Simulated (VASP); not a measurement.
# InP (F-43m) in VASP: a series of runs, part 2 of 3

VASP 6.6.1. Earlier steps stand in the parts before.

### Step 3. Single point, PBEsol

This run uses another cell than the first one, of 23.82 Å³/atom, 1.029 times its volume.

Input file INCAR:

```
ALGO = Normal
EDIFF = 1E-6
ENCUT = 520
GGA = PS
ISIF = 2
ISMEAR = 0
LASPH = T
LCHARG = F
LREAL = F
LWAVE = F
NBANDS = 16
NELM = 80
PREC = Accurate
SIGMA = 0.01
```

Input file KPOINTS:

```
k-points
0
Gamma
  6 6 6
```

Input file POSCAR:

```
InP
1.0
    0.0000000000      2.8774475815      2.8774475815
    2.8774475815      0.0000000000      2.8774475815
    2.8774475815      2.8774475815      0.0000000000
In P
1 1
Direct
    0.0000000000      0.0000000000      0.0000000000
    0.2500000000      0.2500000000      0.2500000000
```

Potentials or basis: VASP PAW PBE potentials, release 64 (In_d, P).

The run is started by

```console
cat potpaw_PBE.64/In_d/POTCAR potpaw_PBE.64/P/POTCAR > POTCAR
mpirun -np 1 vasp_std > vasp.out
```

OUTCAR:

```text
EDIFF = 1E-6
   ENCUT = 520
   GGA = PS
   ISIF = 2
   ISMEAR = 0
   LASPH = T
   LREAL = F
   NELM = 80
   PREC = Accurate

 ion  position               nearest neighbor table
   1  0.000  0.000  0.000-   2 2.49   2 2.49   2 2.49   2 2.49
   2  0.250  0.250  0.250-   1 2.49   1 2.49   1 2.49   1 2.49

  LATTYP: Found a face centered cubic cell.
 ALAT       =     5.7548951630

  Lattice vectors:

 A1 = (   0.0000000000,   2.8774475815,   2.8774475815)
 A2 = (   2.8774475815,   0.0000000000,   2.8774475815)
 A3 = (   2.8774475815,   2.8774475815,   0.0000000000)

Analysis of symmetry for initial positions (statically):
=====================================================================
 Subroutine PRICEL returns:
 Original cell was already a primitive cell.

 Routine SETGRP: Setting up the symmetry group for a
 face centered cubic supercell.

 Subroutine GETGRP returns: Found 24 space group operations
 (whereof 24 operations were pure point group operations)
 out of a pool of 48 trial point group operations.

The static configuration has the point symmetry T_d .

Analysis of symmetry for dynamics (positions and initial velocities):
=====================================================================
 Subroutine PRICEL returns:
 Original cell was already a primitive cell.

 Routine SETGRP: Setting up the symmetry group for a
 face centered cubic supercell.

 Subroutine GETGRP returns: Found 24 space group operations
 (whereof 24 operations were pure point group operations)
 out of a pool of 48 trial point group operations.

The dynamic configuration has the point symmetry T_d .

 Subroutine INISYM returns: Found 24 space group operations
 (whereof 24 operations are pure point group operations),
 and found     1 'primitive' translations

[... 100 lines left out ...]
   ISMEAR =     0;   SIGMA  =   0.01  broadening in eV -4-tet -1-fermi 0-gaus
   EFERMI_NEDOS =   21; number of points for ismear=-14 and -15
   IALGO  =     38    algorithm
   IMIX   =      4    mixing-type and parameters
     AMIX     =   0.40;   BMIX     =  1.00
     AMIX_MAG =   1.60;   BMIX_MAG =  1.00
  volume/ion in A,a.u.               =      23.82       160.78
  Fermi-wavevector in a.u.,A,eV,Ry     =   1.183445  2.236388 19.055546  1.400543
  Thomas-Fermi vector in A             =   2.319680
   LORBIT       =      0    0 simple, 1 ext, 2 COOP (PROOUT), +10 PAW based schemes
   GGA     = PS    functional components
   LHFCALC =     F    Hartree Fock is set to
   AEXX    =    0.0000 exact exchange contribution
   IVDW    =     0    specifies the selected vdW correction
   LEPSILON=     F    determine dielectric tensor
   LRPA    =     F    only Hartree local field effects (RPA)
 non-spin polarized calculation
 Gauss-broadening in eV      SIGMA  =   0.01
  energy-cutoff  :      520.00
  volume of cell :       47.65
 maximum number of plane-waves:      1303
   NGX = 15   NGY = 15   NGZ = 15

 number of electron      18.0000002 magnetization

 Free energy of the ion-electron system (eV)
  ---------------------------------------------------
  ext. energy  EPLUGINS =         0.00000000
  ---------------------------------------------------
  free energy    TOTEN  =        -9.09700624 eV

  energy without entropy =       -9.09700624  energy(sigma->0) =       -9.09700624

 E-fermi :   5.7923     XC(G=0):  -9.7203

 val. band max:        5.7203388133   @ k =   0.0000   0.0000   0.0000
 cond. band min:       6.6249158308   @ k =   0.0000   0.0000   0.0000
 fundamental gap:      0.9045770175
 Fermi energy:         5.7923457700

 k-point     1 :       0.0000    0.0000    0.0000
  band No.  band energies     occupation
      1      -8.5650      2.00000
      2      -8.5650      2.00000
      3      -8.5650      2.00000
      4      -8.3810      2.00000
      5      -8.3810      2.00000
      6      -6.2234      2.00000
[... 281 lines left out ...]
      3      -8.4488      2.00000
      4      -8.4168      2.00000
      5      -8.3545      2.00000
      6      -3.4740      2.00000
[... 8 lines left out ...]
     15      17.1562      0.00000
     16      17.8953      0.00000

------------------------ aborting loop because EDIFF is reached ----------------------------------------

  FORCE on cell =-STRESS in cart. coord.  units (eV):
  Direction    XX          YY          ZZ          XY          YZ          ZX
  --------------------------------------------------------------------------------------
  -------------------------------------------------------------------------------------
  Total        1.4575664      1.4575664      1.4575664      0.0000000      0.0000000     -0.0000000
  in kB       49.0102208     49.0102208     49.0102208      0.0000000      0.0000000     -0.0000000
  external PRESSURE =      49.0102208 kB  Pullay stress =       0.0000000 kB

 VOLUME and BASIS-vectors are now :
 -----------------------------------------------------------------------------
  energy-cutoff  :      520.00
  volume of cell :       47.65
      direct lattice vectors                 reciprocal lattice vectors
     0.000000000  2.877447581  2.877447581    -0.173765112  0.173765112  0.173765112
     2.877447581  0.000000000  2.877447581     0.173765112 -0.173765112  0.173765112
     2.877447581  2.877447581  0.000000000     0.173765112  0.173765112 -0.173765112

 POSITION                                       TOTAL-FORCE (eV/Angst)
 -----------------------------------------------------------------------------------
      0.00000      0.00000      0.00000         0.000000      0.000000      0.000000
      1.43872      1.43872      1.43872        -0.000000     -0.000000     -0.000000
 -----------------------------------------------------------------------------------
    total drift:                               -0.000000     -0.000000     -0.000000

  FREE ENERGIE OF THE ION-ELECTRON SYSTEM (eV)
  ---------------------------------------------------
  free  energy   TOTEN  =        -9.0970062386 eV

  energy  without entropy=       -9.0970062386  energy(sigma->0) =       -9.09700624
```

OSZICAR:

```text
N       E                     dE             d eps       ncg     rms          rms(c)
DAV:   1     0.111474092418E+03    0.11147E+03   -0.84808E+03   520   0.125E+03
DAV:   2    -0.206068804656E+01   -0.11353E+03   -0.10892E+03   560   0.304E+02
DAV:   3    -0.935148932952E+01   -0.72908E+01   -0.72503E+01   704   0.748E+01
DAV:   4    -0.952849690627E+01   -0.17701E+00   -0.17696E+00   632   0.123E+01
DAV:   5    -0.953644609941E+01   -0.79492E-02   -0.79491E-02   776   0.239E+00    0.604E+00
DAV:   6    -0.914149521087E+01    0.39495E+00   -0.58201E-01   816   0.143E+01    0.352E+00
DAV:   7    -0.909953341832E+01    0.41962E-01   -0.15485E-01   776   0.379E+00    0.116E+00
DAV:   8    -0.909674345892E+01    0.27900E-02   -0.17209E-02   640   0.155E+00    0.399E-01
DAV:   9    -0.909691012694E+01   -0.16667E-03   -0.12093E-03   688   0.350E-01    0.182E-01
DAV:  10    -0.909698167342E+01   -0.71546E-04   -0.20789E-04   752   0.227E-01    0.106E-01
DAV:  11    -0.909700724859E+01   -0.25575E-04   -0.66781E-05   632   0.109E-01    0.557E-02
DAV:  12    -0.909700611092E+01    0.11377E-05   -0.73804E-06   592   0.201E-02    0.106E-02
DAV:  13    -0.909700623864E+01   -0.12772E-06   -0.11537E-06   544   0.552E-03
   1 F= -.90970062E+01 E0= -.90970062E+01  d E =-.237601E-26
```

stdout:

```text
POSCAR found type information on POSCAR InP
 POSCAR found :  2 types and       2 ions
 scaLAPACK will be used
 -----------------------------------------------------------------------------
|                                                                             |
|                                                                             |
|     You enforced a specific xc type in the INCAR file but a different       |
|     I HOPE YOU KNOW WHAT YOU ARE DOING!                                     |
|                                                                             |
 -----------------------------------------------------------------------------

 LDA part: xc-table for (Slater+PW92), standard interpolation
 POSCAR, INCAR and KPOINTS ok, starting setup
 FFT: planning ... GRIDC
 FFT: planning ... GRID_SOFT
 FFT: planning ... GRID
 WAVECAR not read
 entering main loop
```

Wall time 22 s (1 thread of AMD EPYC 7R43 (Zen 3), shared host); peak memory 0.13 GiB.

What came out:

```
Free energy            : -9.0970 eV
Pressure               : 4.9 GPa
Band gap on the k mesh : 0.90 eV, direct
```

Caveat: the PAW data sets were made with another functional, which shifts forces and pressure a little; spin-orbit coupling is left out, which moves the levels of the heavy elements. As with any semilocal functional, this PBEsol gap is likely too small.

### Step 4. Single point, PBEsol

This run uses another cell than the first one, of 24.50 Å³/atom, 1.058 times its volume.

Input file INCAR:

```
  ALGO = Normal
  EDIFF = 1E-6
  ENCUT = 520
  GGA = PS
  ISIF = 2
  ISMEAR = 0
  LASPH = True
  LCHARG = False
  LREAL = False
  LWAVE = False
  NBANDS = 16
  NELM = 60
  PREC = Accurate
  SIGMA = 0.01
```

KPOINTS is that of step 3.

Input file POSCAR:

```
InP
1.0
    0.0000000000      2.9042160729      2.9042160729
    2.9042160729      0.0000000000      2.9042160729
    2.9042160729      2.9042160729      0.0000000000
In P
1 1
Direct
    0.0000000000      0.0000000000      0.0000000000
    0.2500000000      0.2500000000      0.2500000000
```

Potentials or basis: VASP PAW PBE potentials, release 64 (In_d, P).

The run is started by

```console
cat potpaw_PBE.64/In_d/POTCAR potpaw_PBE.64/P/POTCAR > POTCAR
mpirun -np 1 vasp_std > vasp.out
```

OUTCAR:

```text
EDIFF = 1E-6
   ENCUT = 520
   GGA = PS
   ISIF = 2
   ISMEAR = 0
   LASPH = True
   LREAL = False
   NELM = 60
   PREC = Accurate

 ion  position               nearest neighbor table
   1  0.000  0.000  0.000-   2 2.52   2 2.52   2 2.52   2 2.52
   2  0.250  0.250  0.250-   1 2.52   1 2.52   1 2.52   1 2.52

  LATTYP: Found a face centered cubic cell.
 ALAT       =     5.8084321458

  Lattice vectors:

 A1 = (   0.0000000000,   2.9042160729,   2.9042160729)
 A2 = (   2.9042160729,   0.0000000000,   2.9042160729)
 A3 = (   2.9042160729,   2.9042160729,   0.0000000000)

Analysis of symmetry for initial positions (statically):
=====================================================================
 Subroutine PRICEL returns:
 Original cell was already a primitive cell.

 Routine SETGRP: Setting up the symmetry group for a
 face centered cubic supercell.

 Subroutine GETGRP returns: Found 24 space group operations
 (whereof 24 operations were pure point group operations)
 out of a pool of 48 trial point group operations.

The static configuration has the point symmetry T_d .

Analysis of symmetry for dynamics (positions and initial velocities):
=====================================================================
 Subroutine PRICEL returns:
 Original cell was already a primitive cell.

 Routine SETGRP: Setting up the symmetry group for a
 face centered cubic supercell.

 Subroutine GETGRP returns: Found 24 space group operations
 (whereof 24 operations were pure point group operations)
 out of a pool of 48 trial point group operations.

The dynamic configuration has the point symmetry T_d .

 Subroutine INISYM returns: Found 24 space group operations
 (whereof 24 operations are pure point group operations),
 and found     1 'primitive' translations

----------------------------------------------------------------------------------------

[... 102 lines left out ...]
     AMIX     =   0.40;   BMIX     =  1.00
     AMIX_MAG =   1.60;   BMIX_MAG =  1.00
  volume/ion in A,a.u.               =      24.50       165.30
  Fermi-wavevector in a.u.,A,eV,Ry     =   1.172538  2.215775 18.705891  1.374844
  Thomas-Fermi vector in A             =   2.308965
   LORBIT       =      0    0 simple, 1 ext, 2 COOP (PROOUT), +10 PAW based schemes
   GGA     = PS    functional components
   LHFCALC =     F    Hartree Fock is set to
   AEXX    =    0.0000 exact exchange contribution
   IVDW    =     0    specifies the selected vdW correction
   LEPSILON=     F    determine dielectric tensor
   LRPA    =     F    only Hartree local field effects (RPA)
 non-spin polarized calculation
 Gauss-broadening in eV      SIGMA  =   0.01
  energy-cutoff  :      520.00
  volume of cell :       48.99
 maximum number of plane-waves:      1363
 NGX is ok and might be reduce to    32
   NGX = 15   NGY = 15   NGZ = 15

 number of electron      17.9999995 magnetization

 Free energy of the ion-electron system (eV)
  ---------------------------------------------------
  ext. energy  EPLUGINS =         0.00000000
  ---------------------------------------------------
  free energy    TOTEN  =        -9.12857615 eV

  energy without entropy =       -9.12857615  energy(sigma->0) =       -9.12857615

 E-fermi :   5.4422     XC(G=0):  -9.5962

 val. band max:        5.4002385562   @ k =   0.0000   0.0000   0.0000
 cond. band min:       6.1571305433   @ k =   0.0000   0.0000   0.0000
 fundamental gap:      0.7568919871
 Fermi energy:         5.4421767394

 k-point     1 :       0.0000    0.0000    0.0000
  band No.  band energies     occupation
      1      -8.8169      2.00000
      2      -8.8169      2.00000
      3      -8.8169      2.00000
      4      -8.6484      2.00000
      5      -8.6484      2.00000
      6      -6.3397      2.00000
[... 281 lines left out ...]
      3      -8.7102      2.00000
      4      -8.6807      2.00000
      5      -8.6241      2.00000
      6      -3.7304      2.00000
[... 8 lines left out ...]
     15      16.7360      0.00000
     16      17.4454      0.00000

------------------------ aborting loop because EDIFF is reached ----------------------------------------

  FORCE on cell =-STRESS in cart. coord.  units (eV):
  Direction    XX          YY          ZZ          XY          YZ          ZX
  --------------------------------------------------------------------------------------
  -------------------------------------------------------------------------------------
  Total        0.7883266      0.7883266      0.7883266      0.0000000      0.0000000     -0.0000000
  in kB       25.7810125     25.7810125     25.7810125      0.0000000      0.0000000     -0.0000000
  external PRESSURE =      25.7810125 kB  Pullay stress =       0.0000000 kB

 VOLUME and BASIS-vectors are now :
 -----------------------------------------------------------------------------
  energy-cutoff  :      520.00
  volume of cell :       48.99
      direct lattice vectors                 reciprocal lattice vectors
     0.000000000  2.904216073  2.904216073    -0.172163499  0.172163499  0.172163499
     2.904216073  0.000000000  2.904216073     0.172163499 -0.172163499  0.172163499
     2.904216073  2.904216073  0.000000000     0.172163499  0.172163499 -0.172163499

 POSITION                                       TOTAL-FORCE (eV/Angst)
 -----------------------------------------------------------------------------------
      0.00000      0.00000      0.00000        -0.000000     -0.000000     -0.000000
      1.45211      1.45211      1.45211         0.000000      0.000000      0.000000
 -----------------------------------------------------------------------------------
    total drift:                                0.000000      0.000000      0.000000

  FREE ENERGIE OF THE ION-ELECTRON SYSTEM (eV)
  ---------------------------------------------------
  free  energy   TOTEN  =        -9.1285761527 eV

  energy  without entropy=       -9.1285761527  energy(sigma->0) =       -9.12857615
```

It took 30 s on 1 thread of AMD EPYC 7R43 (Zen 3), shared host; peak memory 0.14 GiB.

Results:

```yaml
Free_energy: -9.1286 eV
Pressure: 2.6 GPa
Band_gap_on_the_k_mesh: 0.76 eV, direct
```

Levels at points of the mesh, in eV from the valence-band top:
```tsv
k point	band 6	band 7	band 8	band 9	band 10	band 11	band 12	band 13
(0.00, 0.00, 0.00)	-11.74	0.00	0.00	0.00	0.76	4.01	4.01	4.01
(0.50, 0.00, 0.00)	-9.90	-5.95	-1.03	-1.03	1.46	4.73	4.73	6.99
(0.50, 0.50, 0.00)	-9.20	-5.94	-2.45	-2.45	1.58	2.15	9.27	9.71
```

Caveat: the PAW data sets were made with another functional, which shifts forces and pressure a little; spin-orbit coupling is left out, which moves the levels of the heavy elements.

[end of part 2 of 3]
